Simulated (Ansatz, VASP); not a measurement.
One calculation of InAs, two programs

```
CELL_PARAMETERS angstrom
0.00000 2.95639 2.95639
2.95639 0.00000 2.95639
2.95639 2.95639 0.00000
ATOMIC_POSITIONS crystal
In 0.00000 0.00000 0.00000
As 0.75000 0.75000 0.75000
```

Change from the starting cell: volume scaled by 0.94.

Alike in both runs: task single point; functional PBE; k mesh 8 × 8 × 8; occupations fermi-dirac, width 0.05 eV; no spin polarisation.

|  | VASP | Ansatz |
| --- | --- | --- |
| version | VASP 6.6.1 | Ansatz 0.2.0 |
| potentials or method | VASP PAW PBE potentials, release 64 (In_d, As) | Ansatz PAW |
| plane-wave cutoff (eV) | 520 | 420 |
| valence electrons in the cell | 18 | 28 |

```tsv
	VASP	Ansatz	Ansatz less VASP
gap on the k mesh at the Fermi level (eV)	0.15	0.15	-0.004
least direct gap on the mesh (eV)	0.15	0.15	-0.004
pressure (GPa)	9.2	9.1	-0.10
```

The two sets of potentials don't hold the same shells in valence.

Caveats: spin-orbit coupling is left out, which moves the levels of the heavy elements.
